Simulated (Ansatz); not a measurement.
Crystal: Pt.

```
CELL_PARAMETERS angstrom
0.00000 1.96090 1.96090
1.96090 0.00000 1.96090
1.96090 1.96090 0.00000
ATOMIC_POSITIONS crystal
Pt 0.00000 0.00000 0.00000
```

```yaml
Program: Ansatz 0.2.0
Task: relaxation of cell and atoms
Functional: HSEsol
Potentials_or_basis: Ansatz PAW
Cutoff: "420 eV (not typed: the program's choice for these potentials)"
k_mesh: 6 × 6 × 6
Occupations: fermi-dirac, width 0.05 eV
Spin: no spin polarisation
```

At the start: volume 15.08 Å³/atom.

How do energy, volume and symmetry change on relaxing?

It ends after 5 steps and the volume is 14.63 Å³/atom (-3.0 %); space group Fm-3m (No. 225, to 0.05 Å).

The path:
| step | energy change (eV) | largest force (eV/Å) | volume (Å³) |
| --- | --- | --- | --- |
| 1 | 0.0000 | 0.0000 | 15.08 |
| 2 | -0.0128 | 0.0000 | 14.68 |
| 3 | -0.0130 | 0.0000 | 14.63 |
| 4 | -0.0130 | 0.0000 | 14.63 |
| 5 | -0.0128 | 0.0000 | 14.63 |

Final structure:
```cif
data_structure
_symmetry_space_group_name_H-M 'P 1'
_symmetry_Int_Tables_number 1
_cell_length_a 2.7452
_cell_length_b 2.7452
_cell_length_c 2.7452
_cell_angle_alpha 60.000
_cell_angle_beta 60.000
_cell_angle_gamma 60.000
_cell_volume 14.63
loop_
_atom_site_label
_atom_site_type_symbol
_atom_site_fract_x
_atom_site_fract_y
_atom_site_fract_z
_atom_site_occupancy
Pt1 Pt 0.00000 0.00000 0.00000 1
```

Caveat: the k mesh is coarse (spacing up to 0.46 Å⁻¹), so the values aren't converged, least of all with exact exchange; the plane-wave basis is chosen anew once the cell has moved, so the energies of steps on either side of that aren't comparable; the PAW data sets come from PBE, with cores solved anew for the run's functional, which leaves a small shift of forces and pressure.
